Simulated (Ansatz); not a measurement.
# A series in space group P-3m1

All 4 crystals share space group P-3m1 (No. 164) and the same kinds of sites, 3 atoms in the primitive cell. They are database entries and needn't be the stable phases. The set is a selection: crystals with an unstable lattice, a very soft shear in a metal or doubtful stress slopes were left out. Cells are relaxed by PAW under the functional.

Quantity: elastic moduli (Hill averages, relaxed ions; θ_D from sound speeds over directions). Level: PBEsol, all-electron LAPW in Ansatz 0.2.0, scalar-relativistic.

```json
{"crystal": "PbI₂", "cell (conventional)": "a = 4.545, c = 7.065 Å", "k mesh": "6×6×4", "smearing (eV)": "none", "B (GPa)": "9.0", "G (GPa)": "5.2", "C11 (GPa)": "23.6", "C33 (GPa)": "9.9", "C44 (GPa)": "3.7", "ν": "0.260", "θ_D (K)": "84.4"}
{"crystal": "ZrS₂", "cell (conventional)": "a = 3.628, c = 5.887 Å", "k mesh": "8×8×4", "smearing (eV)": "none", "B (GPa)": "?", "G (GPa)": "?", "C11 (GPa)": "?", "C33 (GPa)": "?", "C44 (GPa)": "?", "ν": "?", "θ_D (K)": "?"}
{"crystal": "HfS₂", "cell (conventional)": "a = 3.592, c = 5.946 Å", "k mesh": "8×8×4", "smearing (eV)": "none", "B (GPa)": "27.4", "G (GPa)": "21.5", "C11 (GPa)": "140", "C33 (GPa)": "18.0", "C44 (GPa)": "6.1", "ν": "0.189", "θ_D (K)": "169"}
{"crystal": "SnSe₂", "cell (conventional)": "a = 3.819, c = 6.139 Å", "k mesh": "6×6×4", "smearing (eV)": "none", "B (GPa)": "27.5", "G (GPa)": "16.8", "C11 (GPa)": "103", "C33 (GPa)": "19.0", "C44 (GPa)": "7.4", "ν": "0.246", "θ_D (K)": "164"}
```

Q: What did the calculation give for ZrS₂?

A: B = 27.8 GPa, G = 21.2 GPa, C11 = 133 GPa, C33 = 20.8 GPa, C44 = 6.4 GPa, ν = 0.197, θ_D = 218 K.

Keep in mind: no spin-orbit coupling on heavy atoms (PbI₂, HfS₂); no dispersion correction, so the spacing and stiffness between layers or molecules are poor.
